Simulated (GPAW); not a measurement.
# FeO (Wuestite) (Fm-3m) in GPAW: notebook

Aim: see how the results for FeO (Wuestite) move with the level of theory and the settings. Levels: PBEsol, LDA. Tasks: single point.

Program: GPAW 26.7.0. These are calculated values, not measurements. Logs are shortened: lines on timing, memory, paths and dates and some standing lists are left out, and cuts for length are marked. The log counts tension as positive stress, the text compression.

### Step 1. Starting point

It takes space group Fm-3m (No. 225, cubic). The conventional cell has a = 4.311 Å, b = 4.311 Å, c = 4.311 Å, α = 90.00°, β = 90.00°, γ = 90.00°. Fe (site symmetry m-3m) has 6 O at 2.16 Å as nearest neighbours. O (site symmetry m-3m) is surrounded by 6 Fe at 2.16 Å.

### Step 2. Single point, PBEsol, collinear spin, ferromagnetic start

The input, run.py:

```python
from ase import Atoms
from ase.dft.bandgap import bandgap
from ase.io import write
from ase.units import GPa
from gpaw import GPAW, PW, setup_paths

setup_paths.insert(0, '.')

atoms = Atoms(['Fe', 'Fe', 'O', 'O'],
              cell=[[0.0, 4.3108, 4.3108],
                    [2.1554, 0.0, 2.1554],
                    [2.1554, 2.1554, 0.0]],
              scaled_positions=[[0.0, 0.0, 0.0],
                                [0.5, 0.0, 0.0],
                                [0.25, 0.5, 0.5],
                                [0.75, 0.5, 0.5]],
              pbc=True)
atoms.set_initial_magnetic_moments([4.5, 4.5, 0.0, 0.0])

calc = GPAW(mode=PW(800),
            xc='PBEsol',
            kpts={'size': (11, 11, 11), 'gamma': True},
            occupations={'name': 'fermi-dirac', 'width': 0.05},
            nbands=29,
            convergence={'density': 1e-05, 'energy': 1e-05},
            maxiter=150,
            txt='gpaw.txt')
atoms.calc = calc
energy = atoms.get_potential_energy()
forces = atoms.get_forces()
stress = atoms.get_stress()
calc.write('gs.gpw')
write('result.traj', atoms)
print(f'Energy: {energy:.6f} eV')
print('Forces (eV/A):')
print(forces.round(4))
print('Stress (GPa):', (stress / GPa).round(3))
print('Moments:', calc.get_magnetic_moments().round(3))
print('Fermi level:', round(calc.get_fermi_level(), 4), 'eV')
print(f'Gap: {bandgap(calc)[0]:.4f} eV, direct: {bandgap(calc, direct=True)[0]:.4f} eV')
```

Potentials or basis: PAW data sets generated in the run's folder for this functional, pw.

Command:

```bash
gpaw-setup -f PBEsol Fe O
OMP_NUM_THREADS=1 python run.py
```

gpaw.txt:

```text
__  _  _
 | _ |_)|_||  |
 |__||  | ||/\| - 26.7.0

Input parameters:
  mode=PW(ecut=800.0),
  convergence={'density': 1e-05, 'energy': 1e-05},
  kpts=MonkhorstPack(size=(11, 11, 11), gamma=True),
  maxiter=150,
  nbands=29,
  occupations=Occupations(name='fermi-dirac', width=0.05),
  xc=XC(name='PBEsol')

Diagonalizing LCAO Hamiltonian
Converting LCAO to pw mode

               O

        Fe    O

       Fe

Atoms  # Å, Bohr magnetons
|   | symbol |        x |        y |        z |    initial magnetic moments |
|---|--------|----------|----------|----------|-----------------------------|
| 0 |     Fe | 0.000000 | 0.000000 | 0.000000 | ( 0.0000,  0.0000,  4.5000) |
| 1 |     Fe | 0.000000 | 2.155400 | 2.155400 | ( 0.0000,  0.0000,  4.5000) |
| 2 |      O | 2.155400 | 2.155400 | 2.155400 | ( 0.0000,  0.0000,  0.0000) |
| 3 |      O | 2.155400 | 4.310800 | 4.310800 | ( 0.0000,  0.0000,  0.0000) |

Unit cell  # Å
| periodic |        x |        y |        z |  lengths |    angles |
|----------|----------|----------|----------|----------|-----------|
|      yes | 0.000000 | 4.310800 | 4.310800 | 6.096392 | 60.000000 |
|      yes | 2.155400 | 0.000000 | 2.155400 | 3.048196 | 60.000000 |
|      yes | 2.155400 | 2.155400 | 0.000000 | 3.048196 | 60.000000 |

Number of symmetries: 4
Symmetry operations  # r_c * U_cc + t_c -> r_c
|   | kind |            matrix            |
|---|------|------------------------------|
| 0 |  E   |  1, 0, 0,  0, 1, 0,  0, 0, 1 |
| 1 |  σ   |  1, 0, 0,  0, 0, 1,  0, 1, 0 |
| 2 |  C2  | -1, 0, 0,  0, 0,-1,  0,-1, 0 |
| 3 |  i   | -1, 0, 0,  0,-1, 0,  0, 0,-1 |

BZ-sampling:
  Number of BZ points: 1331
  Number of IBZ points: 366

  Monkhorst-Pack size: [11, 11, 11]
  Monkhorst-Pack shift: [0, 0, 0]

K-points  # in reciprocal-cell coordinates
|     |                                coordinates |     weight |
|-----|--------------------------------------------|------------|
|   0 | (  0.00000000,   0.00000000,   0.00000000) | 0.00075131 |
|   1 | (  0.00000000,   0.09090909,  -0.09090909) | 0.00150263 |
|   2 | (  0.00000000,   0.09090909,   0.00000000) | 0.00300526 |
|   3 | (  0.00000000,   0.09090909,   0.09090909) | 0.00150263 |
|   4 | (  0.00000000,   0.18181818,  -0.18181818) | 0.00150263 |
|   5 | (  0.00000000,   0.18181818,  -0.09090909) | 0.00300526 |
|   6 | (  0.00000000,   0.18181818,   0.00000000) | 0.00300526 |
|   7 | (  0.00000000,   0.18181818,   0.09090909) | 0.00300526 |
|   8 | (  0.00000000,   0.18181818,   0.18181818) | 0.00150263 |
|   9 | (  0.00000000,   0.27272727,  -0.27272727) | 0.00150263 |
| ... |                                            |            |
| 365 | (  0.45454545,   0.45454545,   0.45454545) | 0.00150263 |

Plane wave coefficients: 2074
Cutoff: 800.0 eV

Spin-components: 2 (collinear spins)
Bands:           29
Projectors:      22
Spin-degeneracy: 1
Datatype:        complex128

Parallelization:
  kpt:    1
  domain: 1
  band:   1

Density:
  Valence electrons: 28.0
  Components: 2
  Grid points: [40 20 20]
  Charge: 0.0  # |e|

Potential:
  Grid points: [40 20 20]

species:
  Fe:
    name:    Iron
    Z:       26.0
    valence: 8
    core:    18
    charge:  0.0  # [|e|]
    compensation charges:
      type: gauss
      rc: 0.33  # [Å]
      lmax: 2
    cutoffs:
      filter: 2.06  # [Å]
      core: 2.67  # [Å]
    projectors
    | kind |    occ | energy [eV] | rcut [Å] |
    |------|--------|-------------|----------|
    |   4s |  2.000 |      -5.310 |    1.164 |
    |   4p |  0.000 |      -1.300 |    1.058 |
    |   3d |  6.000 |      -7.529 |    1.058 |
    |    s |        |      21.902 |    1.164 |
    |    p |        |      25.911 |    1.058 |
    |    d |        |      19.682 |    1.058 |

    Using partial waves for Fe as LCAO basis

  O:
    name:    Oxygen
    Z:       8.0
    valence: 6
    core:    2
    charge:  0.0  # [|e|]
    compensation charges:
      type: gauss
      rc: 0.21  # [Å]
      lmax: 2
    cutoffs:
      filter: 1.17  # [Å]
      core: 0.83  # [Å]
    projectors
    | kind |    occ | energy [eV] | rcut [Å] |
    |------|--------|-------------|----------|
    |   2s |  2.000 |     -23.808 |    0.688 |
    |   2p |  4.000 |      -8.972 |    0.598 |
    |    s |        |       3.404 |    0.688 |
    |    p |        |      18.239 |    0.598 |
    |    d |        |       0.000 |    0.619 |

    Using partial waves for O as LCAO basis

Reference energy: -73242.233074  # eV

eigensolver:
  PPCG
  Converge bands: occupied
  niter=2

density mixing:
  MSR1-Mixer
  Pratt-step length: 0.05
  Maximum mixing coefficient: 0.75
  Old densities: 10
  SVD Regularization: 0.005
  Good broyden scale: 1.0
  Trust region scale: 1.0
  Backstep threshold: 4.0
  History deletion threshold: 6.0
  Fourier metric: weight=20.0, sigma=0.015

occupation numbers:
  Fermi-Dirac:
    width: 0.0500  # eV

poisson solver:
  ecut: 6400.0  # eV

xc functional:
  name: PBEsol with 2 nearest neighbor stencil

convergence criteria:
- Maximum integral of absolute [dens]ity change: 1e-05 electrons / valence electron
- Maximum [total energy] change in last 3 cyles: 1e-05 eV / valence electron
- Maximum integral of absolute [eigenst]ate change: 4e-08 eV^2 / valence electron
maximum number of iterations: 150

SCF iterations
|iter     | |      energy | eigst |  dens |  magmom |
|---------|-|-------------|-------|-------|---------|
|iter:   1| |  -35.326991 | -0.16 |       |  +8.9433|
|iter:   2| |  -34.908781 | -2.15 | -0.74 |  +8.8961|
|iter:   3| |  -33.561473 | -1.17 | -0.77 |  +8.3472|
|iter:   4| |  -33.612066 | -2.68 | -1.36 |  +8.1617|
|iter:   5| |  -33.625871 | -3.18 | -1.67 |  +8.0855|
|iter:   6| |  -33.669981 | -3.35 | -1.79 |  +8.0140|
|iter:   7| |  -33.629946 | -3.63 | -1.42 |  +7.9939|
|iter:   8| |  -33.630981 | -4.38 | -2.39 |  +7.9935|
|iter:   9| |  -33.631358 | -4.43 | -2.66 |  +8.0007|
|iter:  10| |  -33.631361 | -6.73 | -3.66 |  +8.0019|
|iter:  11| |  -33.631362c| -7.53c| -4.03 |  +8.0026|
|iter:  12| |  -33.631362c| -8.88c| -5.17c|  +8.0026|

Converged in 12 steps
Energy contributions relative to reference atoms: (reference = -73242.233074)

Energy contributions:
  Kinetic:          49.766215
  Coulomb:         -44.245602
  Zero:              0.511884
  External:          0.000000
  Xc:              -39.652705
  Entropy:          -0.022309
  Spinorbit:         0.000000
  ----------------------------
  Free energy:     -33.642516
  Extrapolated:    -33.631362

dipole moment: (-20.762257, -20.762278, -20.762278)  # |e|*Ang

Total magnetic moment: (0.000000, 0.000000, 8.002583)

Local magnetic moments
|        x |        y |        z |
|----------|----------|----------|
| 0.000000 | 0.000000 | 3.537496 |  # Fe   0
| 0.000000 | 0.000000 | 3.537496 |  # Fe   1
| 0.000000 | 0.000000 | 0.237357 |  # O    2
| 0.000000 | 0.000000 | 0.237357 |  # O    3

Fermi level: 9.140
Eigenvalues  # (at kpt = [0.000, 0.000, 0.000])
| band index |      eig [eV] | occ [0-1] |      eig [eV] | occ [0-1] |
|------------|---------------|-----------|---------------|-----------|
|          0 |       -11.654 |     1.000 |       -11.106 |     1.000 |
|        ... |               |           |               |           |
|          7 |         5.185 |     1.000 |         5.765 |     1.000 |
|          8 |         5.256 |     1.000 |         8.392 |     1.000 |
|          9 |         5.256 |     1.000 |         8.392 |     1.000 |
|         10 |         5.256 |     1.000 |         8.392 |     1.000 |
|         11 |         5.479 |     1.000 |         9.269 |     0.070 |
|         12 |         5.479 |     1.000 |         9.269 |     0.070 |
|         13 |         6.101 |     1.000 |         9.565 |     0.000 |
|         14 |         6.101 |     1.000 |         9.565 |     0.000 |
|         15 |         6.650 |     1.000 |         9.758 |     0.000 |
|         16 |         8.812 |     0.999 |         9.815 |     0.000 |
|         17 |         8.812 |     0.999 |        11.916 |     0.000 |
|         18 |         8.995 |     0.948 |        11.916 |     0.000 |
|         19 |        12.918 |     0.000 |        13.440 |     0.000 |
|         20 |        17.399 |     0.000 |        18.540 |     0.000 |
|         21 |        21.359 |     0.000 |        22.262 |     0.000 |
|         22 |        21.359 |     0.000 |        22.262 |     0.000 |
|        ... |               |           |               |           |
|         28 |        29.379 |     0.000 |        31.035 |     0.000 |

No gap
No difference between direct/indirect transitions

Forces  # eV/Ang
|        x |        y |        z |
|----------|----------|----------|
|  0.00000 |  0.00000 |  0.00000 |  # Fe   0
|  0.00000 | -0.00000 |  0.00000 |  # Fe   1
| -0.00000 |  0.00000 |  0.00000 |  # O    2
|  0.00000 | -0.00000 | -0.00000 |  # O    3

Stress tensor  # eV/Ang^3
|        x |         y |         z |
|----------|-----------|-----------|
| 0.043761 |  0.000022 |  0.000022 |
| 0.000022 |  0.043761 | -0.000021 |
| 0.000022 | -0.000021 |  0.043761 |

# Writing to gs.gpw (mode='')
```

It took 5.5 min on 1 thread of AMD EPYC 9R45 (Zen 5), shared host; peak memory 1.1 GiB.

Results:

```
Free energy            : -33.6425 eV
Pressure               : -7.0 GPa
Band gap on the k mesh : none (metal or under the smearing width)
Net moment             : 8.00 μB per cell
Site moments           : Fe +3.54; O +0.24 μB
```

Levels at points of the mesh, in eV from the Fermi level:
Spin up:
| k point | band 15 | band 16 | band 17 | band 18 | band 19 | band 20 | band 21 | band 22 |
| --- | --- | --- | --- | --- | --- | --- | --- | --- |
| (0.00, 0.00, 0.00) | -3.04 | -2.49 | -0.33 | -0.33 | -0.14 | 3.78 | 8.26 | 12.22 |
Spin down:
```csv
k point,band 8,band 9,band 10,band 11,band 12,band 13
"(0.00, 0.00, 0.00)",-3.38,-0.75,-0.75,-0.75,0.13,0.13
```

Caveat: semilocal functionals often make such compounds metallic where correlation or magnetic order opens a gap, which also shifts bond lengths; only a ferromagnetic start was run, and an antiferromagnetic order may lie lower in energy.

### Step 3. Single point, PBEsol, collinear spin, antiferromagnetic start

Changes to run.py since step 2:

```diff
@@ -17,3 +17,3 @@
               pbc=True)
-atoms.set_initial_magnetic_moments([4.5, 4.5, 0.0, 0.0])
+atoms.set_initial_magnetic_moments([4.5, -4.5, 0.0, 0.0])
```

Potentials or basis: PAW data sets generated in the run's folder for this functional, pw.

Command:

```bash
gpaw-setup -f PBEsol Fe O
OMP_NUM_THREADS=1 python run.py
```

Wall time 6.2 min (1 thread of AMD EPYC 9R45 (Zen 5), shared host); peak memory 1.1 GiB.

The run converged, but a check on its numbers failed (symmetry, net force, bounds or a known fault of this set-up), so they aren't taken as properties of the crystal.

Caveat: the result breaks the symmetry of the cell; semilocal functionals often make such compounds metallic where correlation or magnetic order opens a gap, which also shifts bond lengths.

[end of part 1 of 2]
